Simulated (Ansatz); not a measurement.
**BaTiO₃ at a changed volume — 47Ti NMR of the central transition**

Cell: a structure deposited in the COD, relaxed with PBE at fixed cell and then changed (volume scaled by 0.96, ions relaxed).

```xyz
5
Lattice="2.7895 1.6105 2.2864 -2.7895 1.6105 2.2864 0.0000 -3.2210 2.2864" Properties=species:S:1:pos:R:3 pbc="T T T"
Ba    0.0000    0.0000    0.0051
Ti    0.0000    0.0000    3.3820
O     0.0000    1.6023    2.3493
O    -1.3876   -0.8012    2.3493
O     1.3876   -0.8012    2.3493
```

Sites (sets of like atoms) are named by element and the number of their first atom in this list.

All values are calculated (Ansatz; DFT, PBE, plane waves and PAW, scalar-relativistic, 420 eV cutoff, Γ-centred 8×8×8 k-points, Fermi–Dirac smearing 0.02 eV), not measured.

47Ti has I = 5/2 and Q = 302.0 mb (Pyykkö 2018); at 9.4 T its Larmor frequency is ν₀ = 22.6 MHz. Only the quadrupole interaction is simulated: positions count from each site's isotropic chemical shift, and J coupling is left out, as are shift anisotropy and dipolar coupling, which fast spinning averages.

Q: Give C_Q, η, the quadrupolar product P_Q = |C_Q|(1 + η²/3)^½, the second-order isotropic shift and the breadth of the pattern (fast magic-angle spinning) for each Ti site.

A: 

```
site         first shell  C_Q (MHz)     η  P_Q (MHz)  δ_QIS (ppm)  breadth (kHz)
  Ti  6 O at 1.91–2.05 Å       2.59  0.00       2.59        -78.8           3.82
```

δ_QIS = −(ν_Q²/30ν₀²)[I(I+1) − 3/4](1 + η²/3) × 10⁶ ppm with ν_Q = 3|C_Q|/[2I(2I−1)]; it falls as 1/B₀² in ppm, and the breadth as 1/B₀ in kHz.

An axis of threefold or higher order runs through Ti, so V_zz lies along it and η is zero.

At this changed cell the PBE pressure is 11 GPa.

The relaxation (6 steps) took 46 s of wall time (46 s of CPU time) and 0.57 GiB at its peak, on 1 thread of Intel Xeon Platinum 8488C (Sapphire Rapids) (x86_64; 16 cores open to the job, memory cap 3.0 GiB, no GPU), a shared host with a load of 0.3 a core.
